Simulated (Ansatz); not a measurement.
Stationary points along a deformation path in Ag

Computed with Ansatz 0.2.0, DFT PBEsol, scalar-relativistic, plane waves, PAW. The runs took a 420 eV cutoff, a Γ-centred 28×28×28 mesh and Gaussian smearing (0.15 eV). No spin polarisation. Energies are free energies at this smearing, counted from the undisturbed cell; pressure is positive in compression.

The undisturbed cell (relaxed at this level; this bcc form isn't the usual structure):

```
Ag
1.0
    -1.61256    1.61256    1.61256
     1.61256   -1.61256    1.61256
     1.61256    1.61256   -1.61256
Ag
1
Direct
  0.00000 0.00000 0.00000
```

At fixed volume and fractional coordinates, lengths along (0.000, 0.000, 1.000) are scaled against those across it; ρ is that ratio over its starting value. V = 16.773 Å³/atom. Δσ is the stress along the axis less the mean stress across it (compression positive).

```csv
ρ,ΔE (meV/atom),Δσ (GPa),space group
0.650,398.9,57.81,I4/mmm
0.707,153.8,27.91,I4/mmm
0.780,31.4,9.15,I4/mmm
0.850,0.7,1.85,I4/mmm
0.920,-2.0,-0.28,I4/mmm
0.960,-1.0,-0.45,I4/mmm
1.000,0.0,0.00,Im-3m
1.050,-1.5,0.82,I4/mmm
1.100,-5.3,1.44,I4/mmm
1.200,-17.7,2.50,I4/mmm
1.300,-30.7,2.03,I4/mmm
1.414,-37.9,0.01,Fm-3m
1.500,-32.2,-2.92,I4/mmm
```

Q: How does the stress give the slope of the energy, and where is the energy stationary?

A: Along the path d ln(length) is 2/3 d ln ρ on the axis and −1/3 d ln ρ across it, so dE/d ln ρ = −(2/3) V Δσ: the energy falls with ρ where Δσ is positive. Δσ vanishes or changes sign between ρ = 0.850 and 0.920, a minimum (near 0.91 by linear interpolation); at ρ = 1.000 (Im-3m), a maximum at 0.0 meV/atom; at ρ = 1.414 (Fm-3m), a minimum at -37.9 meV/atom. Pairs of stationary points between two samples would go unseen, and could change a minimum read from distant neighbours into a maximum. At ρ = 1.000, 1.414 the cell is cubic, where symmetry alone makes the stress isotropic and the slope zero.

Q: Which shear constant sets the curvature at ρ = 1?

A: For a cubic crystal E/V = (2/3) C (ln ρ)² with C = C′ = (C11 − C12)/2, so Δσ = −2C ln ρ. The parabola of Δσ against ln ρ through ρ = 0.960, 1 and 1.050 gives C ≈ -6.8 GPa with the ions clamped, rough because the steps are large. It is negative, so the cubic cell is unstable to this shear.

Q: Integrate that slope from ρ = 1 to 0.850 by the trapezoid rule.

A: With V/N in Å³ and 1 eV/Å³ = 160.2 GPa the slopes at ρ = 1.000, 0.960, 0.920, 0.850 are 0, 31, 19, -129 meV/atom per unit of ln ρ. The steps add (-0.6) + (-1.1) + 4.3 = 2.6 meV/atom, against 0.7 from the energies; the trapezoid rule misses the curvature of the slope within each step.

Q: Is the start the lowest point of the path?

A: No: ρ = 1.414 lies 37.9 meV/atom lower, with no sampled rise above the start on the way. Volume and inner coordinates are held, so a relaxed structure there would lie lower still.

In a metal these slopes depend on the k mesh and the smearing.

Cost: 13 runs of about 4.2 core-minutes in all, on Intel Xeon Platinum 8259CL (Skylake/Cascade Lake) (shared hosts).